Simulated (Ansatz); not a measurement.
**InP under changes of volume**

One of the cells (25.167 Å³/atom); the others are scaled copies at fixed shape and fractional positions:

```
In P
1.0
     0.00000    2.93050    2.93050
     2.93050    0.00000    2.93050
     2.93050    2.93050    0.00000
In P
1 1
Direct
  0.00000 0.00000 0.00000
  0.75000 0.75000 0.75000
```

* Program: Ansatz 0.2.0
* Functional: HISS
* Potentials or basis: Ansatz PAW
* Cutoff: 420 eV (not typed: the program's choice for these potentials)
* k mesh: 4 × 4 × 4
* Occupations: fermi-dirac, width 0.05 eV
* Spin: no spin polarisation

```tsv
volume (Å³/atom)	energy over the lowest point (meV/atom)	pressure (GPa)	gap on the mesh (eV)
23.657	27.33	5.8	2.31
24.160	?	?	?
24.663	3.42	1.9	2.05
25.167	0.00	0.3	1.92
25.670	1.46	-1.2	1.79
26.173	7.33	-2.5	1.66
26.677	17.12	-3.7	1.53
```

Question: What does the run at 24.160 Å³/atom give?

Answer: Energy over the lowest point 12.30 meV/atom; pressure 3.8 GPa; gap on the mesh 2.18 eV.

Worked out: A Birch-Murnaghan fit of order 3 (a polynomial in V^(-2/3)) to the other rows has its minimum at 25.26 Å³/atom with B0 = V·E''(V) = 77 GPa and B' = 4.6. It gives 12.32 meV/atom at 24.160 Å³/atom, against the run's 12.30, and -dE/dV = 3.8 GPa, against 3.8. A straight line through the other rows of the gap, of slope -6.49 eV per unit of ln V (its deformation potential), gives 2.18 eV, against the run's 2.18.

Energies are extrapolated to zero smearing.

Caveats: all runs use coarse meshes; spin-orbit coupling is left out, which moves the levels of the heavy elements; the PAW data sets come from PBE, with cores solved anew for the run's functional, which leaves a small shift of forces and pressure; the thresholds are loose for stress.
